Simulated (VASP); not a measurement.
Set up this calculation in VASP 6.6.1, as the native input.

```yaml
Task: relaxation of cell and atoms
Functional: PBEsol
Potentials_or_basis: VASP PAW PBE potentials, release 64 (Ti_sv, Se)
Cutoff: 600 eV
k_mesh: 12 × 12 × 6
Occupations: methfessel-paxton, width 0.1 eV
Spin: no spin polarisation
Further_INCAR_settings: ALGO = Normal; EDIFF = 1e-06; IBRION = 2; EDIFFG = -0.01; NSW = 90; ISIF = 3
```

The structure of TiSe2 lies in POSCAR:

```
TiSe2
1.0
    3.5360000000      0.0000000000      0.0000000000
   -1.7680000000      3.0622658300      0.0000000000
    0.0000000000      0.0000000000      6.0040000000
Ti Se
1 2
Direct
    0.0000000000      0.0000000000      0.0000000000
    0.3333333300      0.6666666700      0.2552000000
    0.6666666700      0.3333333300      0.7448000000
```

One way to write it, as run:

INCAR

```
PREC = Accurate
ENCUT = 600
EDIFF = 1E-6
ISMEAR = 1
SIGMA = 0.1
LREAL = F
LASPH = T
NELM = 80
ALGO = Normal
ISIF = 3
LWAVE = F
LCHARG = F
GGA = PS
IBRION = 2
NSW = 90
EDIFFG = -0.01
```

KPOINTS

```
regular mesh
0
Gamma
  12 12 6
```

Potentials or basis: VASP PAW PBE potentials, release 64 (Ti_sv, Se).

The run is started by

```bash
$ cat potpaw_PBE.64/Ti_sv/POTCAR potpaw_PBE.64/Se/POTCAR > POTCAR
$ mpirun -np 1 vasp_std > vasp.out
```

Results of the run:

- Relaxed volume: 20.68 Å³/atom
- Relaxed cell: a = 3.474 Å, b = 3.474 Å, c = 5.935 Å, α = 90.00°, β = 90.00°, γ = 120.00°
- Space group after relaxing (to 0.05 Å): P-3m1 (No. 164)
- Energy gained by relaxing: 6.1 meV/atom
- Ionic steps: 12
- Pressure after relaxing: 0.0 GPa
- Largest force after relaxing: 0.005 eV/Å
- Band gap on the k mesh: none (metal or under the smearing width)

Caveat: the PAW data sets were made with another functional, which shifts forces and pressure a little; this functional lacks dispersion, which binds the layers, so the pressure and a relaxed spacing across them are unreliable.

Run time: 13 min on 1 thread of Intel(R) Xeon(R) Platinum 8259CL CPU @ 2.50GHz (Skylake/Cascade Lake) (shared host), peak memory 0.3 GiB.
